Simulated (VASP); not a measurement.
# SrO (Fm-3m) in VASP: further runs, part 2 of 2

VASP 6.6.1. The steps go on from the part before.

## Step 3: Relaxation of the atoms, r2SCAN (a relaxed cell with its volume scaled by 1.04)

INCAR

```
PREC = Accurate ; ENCUT = 600
EDIFF = 1E-7 ; ISMEAR = 0
SIGMA = 0.03 ; LREAL = F
LASPH = T ; NELM = 80
ALGO = Normal ; ISIF = 2
LWAVE = F ; LCHARG = F
METAGGA = R2SCAN ; LMIXTAU = T
IBRION = 2 ; NSW = 40
EDIFFG = -0.01
```

KPOINTS

```
regular mesh
0
Gamma
  10 10 10
```

POSCAR

```
SrO                                     
1.0
    0.0000000000      2.6180108210      2.6180108210
    2.6180108210      0.0000000000      2.6180108210
    2.6180108210      2.6180108210      0.0000000000
  Sr              O             
     1     1
Direct
     0.5000000000000000    0.5000000000000000    0.5000000000000000
     0.0000000000000000    0.0000000000000000    0.0000000000000000
```

Potentials or basis: VASP PAW PBE potentials, release 64 (Sr_sv, O).

On the command line:

```sh
cat potpaw_PBE.64/Sr_sv/POTCAR potpaw_PBE.64/O/POTCAR > POTCAR
mpirun -np 1 vasp_std > vasp.out
```

OUTCAR:

```text
PREC = Accurate
   ENCUT = 600
   EDIFF = 1E-7
   ISMEAR = 0
   LREAL = F
   LASPH = T
   NELM = 80
   ISIF = 2
   METAGGA = R2SCAN
   IBRION = 2
   NSW = 40
   EDIFFG = -0.01

 ion  position               nearest neighbor table
   1  0.500  0.500  0.500-   2 2.62   2 2.62   2 2.62   2 2.62   2 2.62   2 2.62
   2  0.000  0.000  0.000-   1 2.62   1 2.62   1 2.62   1 2.62   1 2.62   1 2.62

  LATTYP: Found a face centered cubic cell.
 ALAT       =     5.2360216420

  Lattice vectors:

 A1 = (   0.0000000000,   2.6180108210,   2.6180108210)
 A2 = (   2.6180108210,   0.0000000000,   2.6180108210)
 A3 = (   2.6180108210,   2.6180108210,   0.0000000000)

Analysis of symmetry for initial positions (statically):
=====================================================================
 Subroutine PRICEL returns:
 Original cell was already a primitive cell.

 Routine SETGRP: Setting up the symmetry group for a
 face centered cubic supercell.

 Subroutine GETGRP returns: Found 48 space group operations
 (whereof 48 operations were pure point group operations)
 out of a pool of 48 trial point group operations.

The static configuration has the point symmetry O_h .

Analysis of symmetry for dynamics (positions and initial velocities):
=====================================================================
 Subroutine PRICEL returns:
 Original cell was already a primitive cell.

 Routine SETGRP: Setting up the symmetry group for a
 face centered cubic supercell.

 Subroutine GETGRP returns: Found 48 space group operations
 (whereof 48 operations were pure point group operations)
 out of a pool of 48 trial point group operations.

The dynamic configuration has the point symmetry O_h .

 Subroutine INISYM returns: Found 48 space group operations
 (whereof 48 operations are pure point group operations),
 and found     1 'primitive' translations

----------------------------------------------------------------------------------------

                                     Primitive cell

  volume of cell :      35.8876

  direct lattice vectors                    reciprocal lattice vectors
     0.000000000  2.618010821  2.618010821    -0.190984696  0.190984696  0.190984696
     2.618010821  0.000000000  2.618010821     0.190984696 -0.190984696  0.190984696
     2.618010821  2.618010821  0.000000000     0.190984696  0.190984696 -0.190984696

  length of vectors
     3.702426409  3.702426409  3.702426409     0.330795196  0.330795196  0.330795196

  position of ions in fractional coordinates (direct lattice)
     0.500000000  0.500000000  0.500000000
     0.000000000  0.000000000  0.000000000

  ion indices of the primitive-cell ions
   primitive index   ion index
                 1           1
                 2           2

----------------------------------------------------------------------------------------

 KPOINTS: regular mesh

Automatic generation of k-mesh.
 Grid dimensions read from file:
 generate k-points for:   10   10   10

 Generating k-lattice:

  Cartesian coordinates                     Fractional coordinates (reciprocal lattice)
    -0.019098470  0.019098470  0.019098470     0.100000000  0.000000000  0.000000000
     0.019098470 -0.019098470  0.019098470     0.000000000  0.100000000  0.000000000
     0.019098470  0.019098470 -0.019098470     0.000000000  0.000000000  0.100000000

  Length of vectors
     0.033079520  0.033079520  0.033079520

  Shift w.r.t. Gamma in fractional coordinates (k-lattice)
     0.000000000  0.000000000  0.000000000

 Subroutine IBZKPT returns following result:
 ===========================================

 Found     47 irreducible k-points:

 Following reciprocal coordinates:
            Coordinates               Weight
  0.000000  0.000000  0.000000      1.000000
  0.100000  0.000000  0.000000      8.000000
  0.200000  0.000000  0.000000      8.000000
  0.300000  0.000000  0.000000      8.000000
  0.400000  0.000000  0.000000      8.000000
  0.500000  0.000000  0.000000      4.000000
[... 16 lines left out ...]
  0.300000  0.300000  0.000000      6.000000
  0.400000  0.300000  0.000000     24.000000
 [... further k-points ...]
   k-points           NKPTS =     47   k-points in BZ     NKDIM =     47   number of bands    NBANDS=     12
   number of dos      NEDOS =    301   number of ions     NIONS =      2
   total plane-waves  NPLWV =  27000
   dimension x,y,z NGX =    30 NGY =   30 NGZ =   30
   dimension x,y,z NGXF=    60 NGYF=   60 NGZF=   60
   ions per type =               1   1
   NGX,Y,Z   is equivalent  to a cutoff of  13.47, 13.47, 13.47 a.u.
   NGXF,Y,Z  is equivalent  to a cutoff of  26.94, 26.94, 26.94 a.u.
 SYSTEM =  unknown system
   PREC   = accura    normal or accurate (medium, high low for compatibility)
   ISTART =      0    job   : 0-new  1-cont  2-samecut
   ICHARG =      2    charge: 1-file 2-atom 10-const
   ISPIN  =      1    spin polarized calculation?
   LNONCOLLINEAR =      F non collinear calculations
   LSORBIT =      F    spin-orbit coupling
   LASPH  =      T    aspherical Exc in radial PAW
   ENCUT  =  600.0 eV  44.10 Ry    6.64 a.u.   7.39  7.39  7.39*2*pi/ulx,y,z
   NELM   =     80;   NELMIN=  2; NELMDL= -5     # of ELM steps
   EDIFF  = 0.1E-06   stopping-criterion for ELM
   LREAL  =      F    real-space projection
   EDIFFG = -.1E-01   stopping-criterion for IOM
   NSW    =     40    number of steps for IOM
   IBRION =      2    ionic relax: 0-MD 1-quasi-New 2-CG
   NFREE  =      1    steps in history (QN), initial steepest desc. (CG)
   ISIF   =      2    stress and relaxation
   ISYM   =      2    0-nonsym 1-usesym 2-fastsym
   POTIM  = 0.5000    time-step for ionic-motion
   TEBEG  =    0.0;   TEEND  =   0.0 temperature during run
   PSTRESS=    0.0 pullay stress
   NELECT =      16.0000    total number of electrons
   NUPDOWN=      -1.0000    fix difference up-down
   EMIN   =  10.00;   EMAX   =-10.00  energy-range for DOS
   EFERMI =   0.00;   METHOD = LEGACY
   ISMEAR =     0;   SIGMA  =   0.03  broadening in eV -4-tet -1-fermi 0-gaus
   EFERMI_NEDOS =   21; number of points for ismear=-14 and -15
   IALGO  =     38    algorithm
   IMIX   =      4    mixing-type and parameters
     AMIX     =   0.40;   BMIX     =  1.00
     AMIX_MAG =   1.60;   BMIX_MAG =  1.00
  volume/ion in A,a.u.               =      17.94       121.09
  Fermi-wavevector in a.u.,A,eV,Ry     =   1.250643  2.363373 21.280983  1.564108
  Thomas-Fermi vector in A             =   2.384628
   LORBIT       =      0    0 simple, 1 ext, 2 COOP (PROOUT), +10 PAW based schemes
   METAGGA = R2SCAN    functional components
   LHFCALC =     F    Hartree Fock is set to
   AEXX    =    0.0000 exact exchange contribution
   IVDW    =     0    specifies the selected vdW correction
   LEPSILON=     F    determine dielectric tensor
   LRPA    =     F    only Hartree local field effects (RPA)
 conjugate gradient relaxation of ions
 non-spin polarized calculation
 Gauss-broadening in eV      SIGMA  =   0.03
  energy-cutoff  :      600.00
  volume of cell :       35.89
 maximum number of plane-waves:      1243
 NGX is ok and might be reduce to    30
   NGX = 15   NGY = 15   NGZ = 15

 number of electron      16.0000003 magnetization

 Free energy of the ion-electron system (eV)
  ---------------------------------------------------
  ext. energy  EPLUGINS =         0.00000000
  ---------------------------------------------------
  free energy    TOTEN  =       -27.04507462 eV

  energy without entropy =      -27.04507462  energy(sigma->0) =      -27.04507462

 E-fermi :   1.2523     XC(G=0): -10.3086

 val. band max:        1.0970741316   @ k =   0.0000   0.0000   0.0000
 cond. band min:       4.8621583578   @ k =   0.5000   0.5000   0.0000
 fundamental gap:      3.7650842262
 Fermi energy:         1.2523320142

 k-point     1 :       0.0000    0.0000    0.0000
  band No.  band energies     occupation
      1     -32.5787      2.00000
      2     -14.8643      2.00000
      3     -13.6528      2.00000
      4     -13.6528      2.00000
      5     -13.6528      2.00000
      6       1.0971      2.00000
      7       1.0971      2.00000
      8       1.0971      2.00000
      9       5.3615      0.00000
     10       7.7473      0.00000
     11       7.7473      0.00000
     12       7.7473      0.00000
[... 331 lines left out ...]
 k-point    24 :       0.4000    0.3000    0.0000
  band No.  band energies     occupation
      1     -32.4650      2.00000
      2     -15.4382      2.00000
      3     -13.9403      2.00000
      4     -13.8813      2.00000
      5     -13.4977      2.00000
      6       0.0508      2.00000
      7       0.7906      2.00000
      8       0.8596      2.00000
      9       5.5167      0.00000
     10       8.5540      0.00000
     11      10.8845      0.00000
     12      11.1171      0.00000

 [... further k-points ...]
[... 5 lines left out ...]
  --------------------------------------------------------------------------------------
  -------------------------------------------------------------------------------------
  Total       -0.7579185     -0.7579185     -0.7579185     -0.0000000      0.0000000      0.0000000
  in kB      -33.8367597    -33.8367597    -33.8367597     -0.0000000      0.0000000      0.0000000
  external PRESSURE =     -33.8367597 kB  Pullay stress =       0.0000000 kB

 VOLUME and BASIS-vectors are now :
 -----------------------------------------------------------------------------
  energy-cutoff  :      600.00
  volume of cell :       35.89
      direct lattice vectors                 reciprocal lattice vectors
     0.000000000  2.618010821  2.618010821    -0.190984696  0.190984696  0.190984696
     2.618010821  0.000000000  2.618010821     0.190984696 -0.190984696  0.190984696
     2.618010821  2.618010821  0.000000000     0.190984696  0.190984696 -0.190984696

 POSITION                                       TOTAL-FORCE (eV/Angst)
 -----------------------------------------------------------------------------------
      2.61801      2.61801      2.61801        -0.000000      0.000000      0.000000
      0.00000      0.00000      0.00000         0.000000     -0.000000     -0.000000
 -----------------------------------------------------------------------------------
    total drift:                               -0.000000      0.000000      0.000000

  FREE ENERGIE OF THE ION-ELECTRON SYSTEM (eV)
  ---------------------------------------------------
  free  energy   TOTEN  =       -27.0450746154 eV

  energy  without entropy=      -27.0450746154  energy(sigma->0) =      -27.04507462

 reached required accuracy - stopping structural energy minimisation
```

CONTCAR:

```text
SrO
   1.00000000000000
     0.0000000000000000    2.6180108209999999    2.6180108209999999
     2.6180108209999999    0.0000000000000000    2.6180108209999999
     2.6180108209999999    2.6180108209999999    0.0000000000000000
  Sr              O
     1     1
Direct
     0.5000000000000000    0.5000000000000000    0.5000000000000000
     0.0000000000000000    0.0000000000000000    0.0000000000000000

  0.00000000E+00  0.00000000E+00  0.00000000E+00
  0.00000000E+00  0.00000000E+00  0.00000000E+00
```

Run time: 96 s. Hardware: 1 thread of Intel Xeon Platinum 8559C (Emerald Rapids), shared host; peak memory 0.18 GiB.

What came out:

- Free energy: -27.0451 eV
- Pressure after relaxing: -3.4 GPa
- Band gap on the k mesh: 3.77 eV, indirect (least direct gap 3.88 eV)

Final structure:
```
Sr O
1.0
     0.00000    2.61801    2.61801
     2.61801    0.00000    2.61801
     2.61801    2.61801    0.00000
Sr O
1 1
Direct
  0.50000 0.50000 0.50000
  0.00000 0.00000 0.00000
```

Levels at points of the mesh, in eV from the valence-band top:
| k point | band 4 | band 5 | band 6 | band 7 | band 8 | band 9 | band 10 | band 11 | band 12 |
| --- | --- | --- | --- | --- | --- | --- | --- | --- | --- |
| (0.00, 0.00, 0.00) | -14.75 | -14.75 | 0.00 | 0.00 | 0.00 | 4.26 | 6.65 | 6.65 | 6.65 |
| (0.50, 0.00, 0.00) | -14.82 | -13.76 | -2.02 | -1.03 | -1.03 | 6.87 | 8.63 | 9.17 | 9.17 |
| (0.50, 0.50, 0.00) | -15.05 | -15.05 | -0.51 | -0.12 | -0.12 | 3.77 | 8.11 | 10.56 | 10.62 |

Caveat: the relaxation stopped at its first step, so nothing moved; the PAW data sets were made with another functional, which shifts forces and pressure a little. A k mesh can miss the band edges.

## Step 4: Relaxation of the atoms, r2SCAN (a relaxed cell with its volume scaled by 1.06)

INCAR is that of step 3.

KPOINTS is that of step 3.

POSCAR

```
SrO                                     
1.0
    0.0000000000      2.6346864987      2.6346864987
    2.6346864987      0.0000000000      2.6346864987
    2.6346864987      2.6346864987      0.0000000000
  Sr              O             
     1     1
Direct
     0.5000000000000000    0.5000000000000000    0.5000000000000000
     0.0000000000000000    0.0000000000000000    0.0000000000000000
```

On the command line:

```sh
cat potpaw_PBE.64/Sr_sv/POTCAR potpaw_PBE.64/O/POTCAR > POTCAR
mpirun -np 1 vasp_std > vasp.out
```

Wall time 2 min (1 thread of Intel Xeon Platinum 8559C (Emerald Rapids), shared host); peak memory 0.19 GiB.

The run converged. Its results:

```
Free energy             : -27.0282 eV
Pressure after relaxing : -4.8 GPa
Band gap on the k mesh  : 3.77 eV, indirect (least direct gap 3.90 eV)
```

Final structure:
```
Sr O
1.0
     0.00000    2.63469    2.63469
     2.63469    0.00000    2.63469
     2.63469    2.63469    0.00000
Sr O
1 1
Cartesian
  2.6347 2.6347 2.6347
  0.0000 0.0000 0.0000
```

Levels at points of the mesh, in eV from the valence-band top:
```
           k point  band 6  band 7  band 8  band 9  band 10  band 11
(0.00, 0.00, 0.00)    0.00    0.00    0.00    4.13     6.60     6.60
(0.50, 0.00, 0.00)   -1.98   -0.99   -0.99    6.79     8.48     9.06
(0.50, 0.50, 0.00)   -0.54   -0.13   -0.13    3.77     7.97    10.43
```

Caveat: the relaxation stopped at its first step, so nothing moved; the PAW data sets were made with another functional, which shifts forces and pressure a little.

## Step 5: The runs side by side

```tsv
cell	gap on the mesh (eV)	pressure (GPa)
atoms relaxed from: a relaxed cell with its volume scaled by 1.02	3.76	-1.9
atoms relaxed from: a relaxed cell with its volume scaled by 1.04	3.77	-3.4
atoms relaxed from: a relaxed cell with its volume scaled by 1.06	3.77	-4.8
```

Alike in all rows: task relaxation of the atoms; level r2SCAN; potentials or basis VASP PAW PBE potentials, release 64 (Sr_sv, O); no spin polarisation; k mesh 10 × 10 × 10; cutoff (eV) 600; smearing gaussian 0.03 eV.

Caveats: the relaxation stopped at its first step, so nothing moved; the PAW data sets were made with another functional, which shifts forces and pressure a little.

Absolute energies hang on the potentials; compare differences alone.
